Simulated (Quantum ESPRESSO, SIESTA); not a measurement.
# Biaxial modulus and out-of-plane response of polar orthorhombic HfO2 (PBE)

How do stress, the free cell edge and the band gap of polar orthorhombic HfO2 respond when two cell vectors are strained alike, as in a film clamped to a substrate?

Numbers are calculated unless marked as measured.

**1. Set-up**

The cell holds 12 atoms (4 Hf and 8 O). Its first two vectors are changed by -4 to +3 % from typed lattice constants. At each strain the reference relaxes the third vector's length and the atoms, and all levels then solve that geometry.

**2. One input**

Quantum ESPRESSO 7.5: Kohn-Sham DFT, PBE, GBRV 1.5 ultrasoft pseudopotentials, plane waves. Its pw.in for the cell at +0 %:

```
&control
  calculation = 'scf'
  pseudo_dir = './pseudo'
  outdir = './tmp'
  disk_io = 'none'
  tprnfor = .true.
  tstress = .true.
/
&system
  ibrav = 0
  nat = 12
  ntyp = 2
  ecutwfc = 50
  ecutrho = 300
  occupations = 'smearing'
  smearing = 'fd'
  degauss = 0.000735
/
&electrons
  conv_thr = 1.0e-08
  electron_maxstep = 100
  mixing_beta = 0.7
  mixing_mode = 'plain'
  diagonalization = 'david'
/
ATOMIC_SPECIES
Hf 178.490 Hf.upf
O 15.999 O.upf
CELL_PARAMETERS angstrom
5.27000 0.00000 0.00000
0.00000 5.05000 0.00000
0.00000 0.00000 5.09352
ATOMIC_POSITIONS crystal
Hf 0.03305 0.26662 0.25599
Hf 0.96695 0.73338 0.75599
Hf 0.53305 0.73338 0.25599
Hf 0.46695 0.26662 0.75599
[... 6 atom lines left out ...]
O 0.73041 0.46235 0.00609
O 0.26959 0.53765 0.50609
K_POINTS automatic
4 5 4 0 0 0
```

The job ended after 92 s (2 MPI ranks of AMD EPYC 9B14 (Zen 4), shared host; peak memory 0.84 GiB).

**3. Programs and settings**

| level | basis or training data | k-meshes | runs with an energy | CPU time | peak memory (GiB) |
| --- | --- | --- | --- | --- | --- |
| QE, PBE (reference) | plane waves, GBRV 1.5 ultrasoft, 50/300 Ry | 4×5×4 | 8 of 8 | 25 min | 0.88 |
| SIESTA DZP, PBE | DZP orbitals, shift 0.01 Ry, mesh 400 Ry | 4×5×4 | 8 of 8 | 10 min | 0.6 |

CPU times are sums over those runs, relaxations that stopped short among them, on a shared host, and rough.

**4. The reference along the scan**

Stress in GPa, compression positive; in-plane is the mean of xx and yy.

| strain (%) | first edge (Å) | third edge (Å) | volume (Å³/atom) | energy over the lowest row (meV/atom) | in-plane stress | stress zz | space group |
| --- | --- | --- | --- | --- | --- | --- | --- |
| -4 | 5.0592 | 5.2322 | 10.694 | 60.52 | 21.36 | -0.03 | Pca2_1 |
| -3 | 5.1119 | 5.1930 | 10.836 | 34.36 | 15.75 | -0.01 | Pca2_1 |
| -2 | 5.1646 | 5.1574 | 10.985 | 15.88 | 10.41 | 0.04 | Pca2_1 |
| -1 | 5.2173 | 5.1264 | 11.143 | 4.59 | 5.43 | -0.04 | Pca2_1 |
| +0 | 5.2700 | 5.0935 | 11.296 | 0.00 | 0.65 | -0.07 | Pca2_1 |
| +1 | 5.3227 | 5.0599 | 11.447 | 1.88 | -3.78 | 0.05 | Pca2_1 |
| +2 | 5.3754 | 5.0411 | 11.632 | 8.93 | -6.92 | -0.06 | Pca2_1 |
| +3 | 5.4281 | 5.0281 | 11.830 | 19.96 | -8.85 | 0.03 | Pca2_1 |

**5. The other programs on the same cells**

| strain (%) | E (meV/atom), SIESTA DZP, PBE | in-plane (GPa), SIESTA DZP, PBE | zz (GPa), SIESTA DZP, PBE |
| --- | --- | --- | --- |
| -4 | 68.24 | 24.57 | 3.60 |
| -3 | 40.23 | 18.88 | 3.50 |
| -2 | 19.79 | 13.36 | 3.12 |
| -1 | 6.45 | 8.42 | 2.87 |
| +0 | 0.00 | 3.32 | 2.45 |
| +1 | 0.17 | -1.20 | 2.42 |
| +2 | 7.28 | -4.60 | 2.24 |
| +3 | 20.87 | -6.76 | 2.14 |

Energies are counted from each level's lowest row. The third edge isn't relaxed at these levels, so their energies hold the strain that the zz column shows.

By hand, between the rows at +0 and +1 %, which bracket zero stress: Δ ln(1 + ε) = 0.00995, the in-plane stress falls by 4.44 GPa and ln c changes by -0.00661, which give ratios of 446 GPa and -0.66. The values below come from parabolas through the four nearest rows.

Band gap on the mesh (highest filled to lowest empty Kohn-Sham level), in eV:

| strain (%) | QE, PBE | SIESTA DZP, PBE |
| --- | --- | --- |
| -4 | 4.341 | 4.073 |
| -3 | 4.430 | 4.185 |
| -2 | 4.430 | 4.194 |
| -1 | 4.443 | 4.209 |
| +0 | 4.454 | 4.221 |
| +1 | 4.450 | 4.220 |
| +2 | 4.499 | 4.271 |
| +3 | 4.568 | 4.341 |

**6. What came out**

The reference's in-plane stress vanishes at +0.15 % from the typed cell. At that point the biaxial modulus, the fall of stress per unit of strain, is 444 GPa, and the third edge shrinks by 0.62 % for each per cent of in-plane stretch. The slope falls from 542 GPa at the compressed end to 198 GPa at the stretched end. The two in-plane components differ by up to 4.0 GPa, so the mean hides an anisotropy. On the same four cells SIESTA DZP, PBE gives a slope of 466 GPa at that strain, with in-plane stress +2.6 GPa from the reference's and +2.5 GPa left along z. The reference's gap on the mesh moves unevenly between 4.34 and 4.57 eV. On the same cells the other programs' gaps lie -0.27 to -0.23 eV from it.

Caveats: The nuclei are static, without zero-point or thermal motion. All levels share the geometries that the reference relaxed, so the others aren't at their own minima in internal coordinates or shape. Spin–orbit coupling is left out. SIESTA's automatically made basis is far from complete, and its potentials were converted by us (checked for H, C, O, Si, Ge and Ca alone). The DFT runs use Fermi–Dirac occupations of width 0.01 eV, and energies are free energies. The mesh holds the band edges only if they lie on it, and semilocal functionals put gaps under measured ones. The cell's angles are held, and no larger cell is allowed, so domains, twins, tilts of longer period and dislocations can't form.

[Logs are printed without paths, hosts, clocks, repeated set-up lines and the standing remarks that a program may print on its own settings, such as how far it seeks lower states.]

[Hosts, paths, dates, database ids (printed as entryN), source tags and the programs' standing remarks are cut or masked in the printed files.]
